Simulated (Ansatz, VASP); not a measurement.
Two plane-wave programs on Fe

Contents of INCAR:

```
PREC     = Accurate       # precision mode
ENCUT    = 520            # plane-wave cutoff, eV
EDIFF    = 1E-7           # SCF threshold, eV
ISMEAR   = -1             # smearing method
SIGMA    = 0.05           # smearing width, eV
LREAL    = F              # projectors in reciprocal space
LASPH    = T              # aspherical terms in the spheres
NELM     = 150            # most SCF steps
ALGO     = Normal         # electronic algorithm
ISIF     = 2              # what is computed and relaxed
LWAVE    = F              # write WAVECAR
LCHARG   = F              # write CHGCAR
ISPIN    = 2              # spin polarisation
MAGMOM   = 3              # initial moments
LORBIT   = 11             # projections on sites
LMAXMIX  = 4              # l up to which the mixer works
GGA      = PE             # functional
NBANDS   = 14             # bands
```

File KPOINTS:

```
regular mesh
0
Gamma
  13 13 13
```

The input POSCAR:

```
Fe
1.0
   -1.4815330000      1.4342380000      1.4590090000
    1.4675270000     -1.4309640000      1.4417290000
    1.4535380000      1.4029680000     -1.4557350000
Fe
1
Direct
   -0.0127860000     -0.0069470000     -0.0146850000
```

The input input.yaml:

```yaml
crystal:
  lattice:
    - [-1.481533, 1.434238, 1.459009]
    - [1.467527, -1.430964, 1.441729]
    - [1.453538, 1.402968, -1.455735]
  atoms:
    - { symbol: Fe, position: [-0.012786, -0.006947, -0.014685], spin: 3.0 }
hamiltonian:
  xc: pbe
  pseudopotentials: { kind: paw }
magnetization:
  spin_polarized: true
kpoints:
  mp_grid: { grid: [13, 13, 13] }
scf:
  occupations: { method: fermi_dirac, width: 0.05 }
output:
  forces: true
  stress: true
  eigenvalues: true
```

Change from the starting cell: cell strained at random at fixed volume.

Alike in both runs: task single point; functional PBE; k mesh 13 × 13 × 13; occupations fermi-dirac, width 0.05 eV; collinear spin, ferromagnetic start.

|  | VASP | Ansatz |
| --- | --- | --- |
| version | VASP 6.6.1 | Ansatz 0.2.0 |
| potentials or method | VASP PAW PBE potentials, release 64 (Fe) | Ansatz PAW |
| plane-wave cutoff (eV) | 520 | 420 |
| valence electrons in the cell | 8 | 16 |

```csv
,VASP,Ansatz,Ansatz less VASP
gap on the k mesh at the Fermi level (eV),none,none,-
pressure (GPa),-8.9,-9.3,-0.47
largest component of the traceless stress (GPa),1.50,1.58,+0.080
net moment per atom (μB),2.29,2.25,-0.038
size of the moment on the site where the two differ most (μB),2.30,2.31,+0.011
```

Site moments also hang on the region over which each program counts them. A gap of «none» marks a metal or a gap that the smearing closes. The two sets of potentials don't hold the same shells in valence.
